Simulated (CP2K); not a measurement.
# GaCuSe2 under changes of volume

One of the cells (21.759 Å³/atom); the others are scaled copies at fixed shape and fractional positions:

```
CELL_PARAMETERS angstrom
6.79561 0.00000 0.00000
2.14933 6.44676 0.00000
-4.47247 -3.22338 3.97330
ATOMIC_POSITIONS crystal
Se 0.12562 0.62500 0.00062
Se 0.87500 0.87438 0.49938
Se 0.62438 0.12500 0.99938
Se 0.37500 0.37562 0.50062
Ga 0.25000 0.75000 0.50000
Ga 0.50000 0.50000 0.00000
Cu 0.75000 0.25000 0.50000
Cu 0.00000 0.00000 0.00000
```

```yaml
Program: CP2K 2026.2
Functional: PBEsol
Potentials_or_basis: POTENTIAL_UZH Se GTH-PBE-q6, Ga GTH-PBE-q13, Cu GTH-PBE-q11; TZVP-MOLOPT-PBE-GTH basis
Density_cutoff: 6123 eV
k_mesh: 7 × 7 × 7
Occupations: fermi-dirac, width 0.05 eV
Spin: no spin polarisation
```

```tsv
volume (Å³/atom)	energy over the lowest point (meV/atom)	pressure (GPa)
20.453	27.19	6.0
20.888	13.51	4.1
21.323	4.77	2.4
21.759	0.44	0.9
22.194	0.00	-0.5
22.629	?	?
23.064	9.19	-2.8
```

Question: What does the run at 22.629 Å³/atom give?

Answer: Energy over the lowest point 3.04 meV/atom; pressure -1.7 GPa.

Worked out: A Birch-Murnaghan fit of order 3 (a polynomial in V^(-2/3)) to the other rows has its minimum at 22.02 Å³/atom with B0 = V·E''(V) = 68 GPa and B' = 4.9 at fixed shape and positions, which overstates the stiffness. It gives 3.05 meV/atom at 22.629 Å³/atom, against the run's 3.04, and -dE/dV = -1.7 GPa, against -1.7.

Energies are extrapolated to zero smearing.

Caveats: the potentials were made for another functional, which shifts forces and pressure; the basis of atomic orbitals isn't converged, which shifts pressures, moduli and gaps; the run has no spin polarisation, though such a crystal can be magnetic (some runs).
